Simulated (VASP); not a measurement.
# Cd (Fm-3m) in VASP: further runs, part 2 of 2

VASP 6.6.1. Earlier steps stand in the parts before.

**3. Single point, PBE**

The input, INCAR:

```
  ALGO = Fast
  EDIFF = 1E-6
  ENCUT = 520
  GGA = PE
  ISIF = 2
  ISMEAR = 0
  LASPH = T
  LCHARG = F
  LREAL = F
  LWAVE = F
  NBANDS = 12
  NELM = 80
  PREC = Accurate
  SIGMA = 0.05
```

The input, KPOINTS:

```
k-points
0
Gamma
  16 16 16
```

The input, POSCAR:

```
Cd
1.0
    0.0000000000      2.2540096829      2.2540096829
    2.2540096829      0.0000000000      2.2540096829
    2.2540096829      2.2540096829      0.0000000000
Cd
1
Direct
    0.0000000000      0.0000000000      0.0000000000
```

Potentials or basis: VASP PAW PBE potentials, release 64 (Cd).

Run with:

```bash
$ cat potpaw_PBE.64/Cd/POTCAR > POTCAR
$ mpirun -np 1 vasp_std > vasp.out
```

OUTCAR:

```text
EDIFF = 1E-6
   ENCUT = 520
   GGA = PE
   ISIF = 2
   ISMEAR = 0
   LASPH = T
   LREAL = F
   NELM = 80
   PREC = Accurate

 ion  position               nearest neighbor table
   1  0.000  0.000  0.000-

  LATTYP: Found a face centered cubic cell.
 ALAT       =     4.5080193658

  Lattice vectors:

 A1 = (   0.0000000000,   2.2540096829,   2.2540096829)
 A2 = (   2.2540096829,   0.0000000000,   2.2540096829)
 A3 = (   2.2540096829,   2.2540096829,   0.0000000000)

Analysis of symmetry for initial positions (statically):
=====================================================================
 Subroutine PRICEL returns:
 Original cell was already a primitive cell.

 Routine SETGRP: Setting up the symmetry group for a
 face centered cubic supercell.

 Subroutine GETGRP returns: Found 48 space group operations
 (whereof 48 operations were pure point group operations)
 out of a pool of 48 trial point group operations.

The static configuration has the point symmetry O_h .

Analysis of symmetry for dynamics (positions and initial velocities):
=====================================================================
 Subroutine PRICEL returns:
 Original cell was already a primitive cell.

 Routine SETGRP: Setting up the symmetry group for a
 face centered cubic supercell.

 Subroutine GETGRP returns: Found 48 space group operations
 (whereof 48 operations were pure point group operations)
 out of a pool of 48 trial point group operations.

The dynamic configuration has the point symmetry O_h .

 Subroutine INISYM returns: Found 48 space group operations
 (whereof 48 operations are pure point group operations),
 and found     1 'primitive' translations

----------------------------------------------------------------------------------------

                                     Primitive cell

  volume of cell :      22.9033

  direct lattice vectors                    reciprocal lattice vectors
     0.000000000  2.254009683  2.254009683    -0.221826909  0.221826909  0.221826909
     2.254009683  0.000000000  2.254009683     0.221826909 -0.221826909  0.221826909
     2.254009683  2.254009683  0.000000000     0.221826909  0.221826909 -0.221826909

  length of vectors
     3.187651063  3.187651063  3.187651063     0.384215476  0.384215476  0.384215476

  position of ions in fractional coordinates (direct lattice)
     0.000000000  0.000000000  0.000000000

  ion indices of the primitive-cell ions
   primitive index   ion index
                 1           1

----------------------------------------------------------------------------------------

 KPOINTS: k-points

Automatic generation of k-mesh.
 Grid dimensions read from file:
 generate k-points for:   16   16   16

 Generating k-lattice:

  Cartesian coordinates                     Fractional coordinates (reciprocal lattice)
    -0.013864182  0.013864182  0.013864182     0.062500000  0.000000000  0.000000000
     0.013864182 -0.013864182  0.013864182     0.000000000  0.062500000  0.000000000
     0.013864182  0.013864182 -0.013864182     0.000000000  0.000000000  0.062500000

  Length of vectors
     0.024013467  0.024013467  0.024013467

  Shift w.r.t. Gamma in fractional coordinates (k-lattice)
     0.000000000  0.000000000  0.000000000

 Subroutine IBZKPT returns following result:
 ===========================================

 Found    145 irreducible k-points:

 Following reciprocal coordinates:
            Coordinates               Weight
  0.000000  0.000000  0.000000      1.000000
  0.062500  0.000000  0.000000      8.000000
  0.125000  0.000000  0.000000      8.000000
  0.187500  0.000000  0.000000      8.000000
  0.250000  0.000000  0.000000      8.000000
  0.312500  0.000000  0.000000      8.000000
[... 16 lines left out ...]
 -0.125000  0.062500  0.000000     24.000000
 -0.062500  0.062500  0.000000     12.000000
 [... further k-points ...]
   k-points           NKPTS =    145   k-points in BZ     NKDIM =    145   number of bands    NBANDS=     12
   number of dos      NEDOS =    301   number of ions     NIONS =      1
   total plane-waves  NPLWV =  13824
   dimension x,y,z NGX =    24 NGY =   24 NGZ =   24
   dimension x,y,z NGXF=    48 NGYF=   48 NGZF=   48
   ions per type =               1
   NGX,Y,Z   is equivalent  to a cutoff of  12.52, 12.52, 12.52 a.u.
   NGXF,Y,Z  is equivalent  to a cutoff of  25.03, 25.03, 25.03 a.u.
 SYSTEM =  unknown system
   PREC   = accura    normal or accurate (medium, high low for compatibility)
   ISTART =      0    job   : 0-new  1-cont  2-samecut
   ICHARG =      2    charge: 1-file 2-atom 10-const
   ISPIN  =      1    spin polarized calculation?
   LNONCOLLINEAR =      F non collinear calculations
   LSORBIT =      F    spin-orbit coupling
   LASPH  =      T    aspherical Exc in radial PAW
   ENCUT  =  520.0 eV  38.22 Ry    6.18 a.u.   5.93  5.93  5.93*2*pi/ulx,y,z
   NELM   =     80;   NELMIN=  2; NELMDL= -5     # of ELM steps
   EDIFF  = 0.1E-05   stopping-criterion for ELM
   LREAL  =      F    real-space projection
   EDIFFG = 0.1E-04   stopping-criterion for IOM
   NSW    =      0    number of steps for IOM
   IBRION =     -1    ionic relax: 0-MD 1-quasi-New 2-CG
   NFREE  =      0    steps in history (QN), initial steepest desc. (CG)
   ISIF   =      2    stress and relaxation
   ISYM   =      2    0-nonsym 1-usesym 2-fastsym
   POTIM  = 0.5000    time-step for ionic-motion
   TEBEG  =    0.0;   TEEND  =   0.0 temperature during run
   PSTRESS=    0.0 pullay stress
   NELECT =      12.0000    total number of electrons
   NUPDOWN=      -1.0000    fix difference up-down
   EMIN   =  10.00;   EMAX   =-10.00  energy-range for DOS
   EFERMI =   0.00;   METHOD = LEGACY
   ISMEAR =     0;   SIGMA  =   0.05  broadening in eV -4-tet -1-fermi 0-gaus
   EFERMI_NEDOS =   21; number of points for ismear=-14 and -15
   IALGO  =     68    algorithm
   IMIX   =      4    mixing-type and parameters
     AMIX     =   0.40;   BMIX     =  1.00
     AMIX_MAG =   1.60;   BMIX_MAG =  1.00
  volume/ion in A,a.u.               =      22.90       154.56
  Fermi-wavevector in a.u.,A,eV,Ry     =   1.319784  2.494030 23.699027  1.741829
  Thomas-Fermi vector in A             =   2.449657
   LORBIT       =      0    0 simple, 1 ext, 2 COOP (PROOUT), +10 PAW based schemes
   GGA     = PE    functional components
   LHFCALC =     F    Hartree Fock is set to
   AEXX    =    0.0000 exact exchange contribution
   IVDW    =     0    specifies the selected vdW correction
   LEPSILON=     F    determine dielectric tensor
   LRPA    =     F    only Hartree local field effects (RPA)
 non-spin polarized calculation
 RMM-DIIS sequential band-by-band and
 Gauss-broadening in eV      SIGMA  =   0.05
  energy-cutoff  :      520.00
  volume of cell :       22.90
 maximum number of plane-waves:       636
   NGX = 11   NGY = 11   NGZ = 11

 number of electron      11.9999992 magnetization

 Free energy of the ion-electron system (eV)
  ---------------------------------------------------
  ext. energy  EPLUGINS =         0.00000000
  ---------------------------------------------------
  free energy    TOTEN  =        -0.73668059 eV

  energy without entropy =       -0.73590506  energy(sigma->0) =       -0.73629282

 E-fermi :   2.4805     XC(G=0): -10.7334

 val. band max:        2.4775595831   @ k =  -0.3750   0.1875   0.0625
 cond. band min:       2.4892820998   @ k =   0.4375   0.0000   0.0000
 fundamental gap:      0.0117225167
 Fermi energy:         2.4805036622

 k-point     1 :       0.0000    0.0000    0.0000
  band No.  band energies     occupation
      1      -6.5137      2.00000
      2      -6.5137      2.00000
      3      -6.5137      2.00000
      4      -6.1061      2.00000
      5      -6.1061      2.00000
      6      -5.9386      2.00000
      7      16.2218      0.00000
      8      16.9731      0.00000
      9      16.9731      0.00000
     10      16.9731      0.00000
     11      20.2731      0.00000
     12      20.2731      0.00000
[... 331 lines left out ...]
 k-point    24 :      -0.0625    0.0625    0.0000
  band No.  band energies     occupation
      1      -6.5377      2.00000
      2      -6.4793      2.00000
      3      -6.4743      2.00000
      4      -6.1324      2.00000
      5      -6.1020      2.00000
      6      -5.6676      2.00000
      7      14.7378      0.00000
      8      14.8251      0.00000
      9      16.8207      0.00000
     10      17.3053      0.00000
     11      20.3211      0.00000
     12      20.3806      0.00000

 [... further k-points ...]
[... 5 lines left out ...]
  --------------------------------------------------------------------------------------
  -------------------------------------------------------------------------------------
  Total        0.0412172      0.0412172      0.0412172      0.0000000      0.0000000     -0.0000000
  in kB        2.8833103      2.8833103      2.8833103      0.0000000      0.0000000     -0.0000000
  external PRESSURE =       2.8833103 kB  Pullay stress =       0.0000000 kB

 VOLUME and BASIS-vectors are now :
 -----------------------------------------------------------------------------
  energy-cutoff  :      520.00
  volume of cell :       22.90
      direct lattice vectors                 reciprocal lattice vectors
     0.000000000  2.254009683  2.254009683    -0.221826909  0.221826909  0.221826909
     2.254009683  0.000000000  2.254009683     0.221826909 -0.221826909  0.221826909
     2.254009683  2.254009683  0.000000000     0.221826909  0.221826909 -0.221826909

 POSITION                                       TOTAL-FORCE (eV/Angst)
 -----------------------------------------------------------------------------------
      0.00000      0.00000      0.00000         0.000000      0.000000      0.000000
 -----------------------------------------------------------------------------------
    total drift:                               -0.000000      0.000000      0.000000

  FREE ENERGIE OF THE ION-ELECTRON SYSTEM (eV)
  ---------------------------------------------------
  free  energy   TOTEN  =        -0.7366805859 eV

  energy  without entropy=       -0.7359050604  energy(sigma->0) =       -0.73629282
```

stdout:

```text
POSCAR found type information on POSCAR Cd
 POSCAR found :  1 types and       1 ions
 scaLAPACK will be used
 LDA part: xc-table for (Slater+PW92), standard interpolation
 POSCAR, INCAR and KPOINTS ok, starting setup
 FFT: planning ... GRIDC
 FFT: planning ... GRID_SOFT
 FFT: planning ... GRID
 WAVECAR not read
 entering main loop
```

Wall time 16 s (1 thread of Intel Xeon Platinum 8488C (Sapphire Rapids), shared host); peak memory 0.16 GiB.

What came out:

- Free energy: -0.7367 eV
- Pressure: 0.3 GPa
- Band gap on the k mesh: none (metal or under the smearing width)

Levels at points of the mesh, in eV from the Fermi level:
```csv
k point,band 2,band 3,band 4,band 5,band 6,band 7,band 8,band 9,band 10,band 11
"(0.00, 0.00, 0.00)",-8.99,-8.99,-8.59,-8.59,-8.42,13.74,14.49,14.49,14.49,17.79
"(0.50, 0.00, 0.00)",-8.99,-8.99,-8.25,-8.25,-2.11,-1.38,12.13,12.13,12.86,15.96
"(0.50, 0.50, 0.00)",-9.49,-8.27,-8.16,-8.16,-0.66,1.23,6.64,6.64,10.72,10.74
```
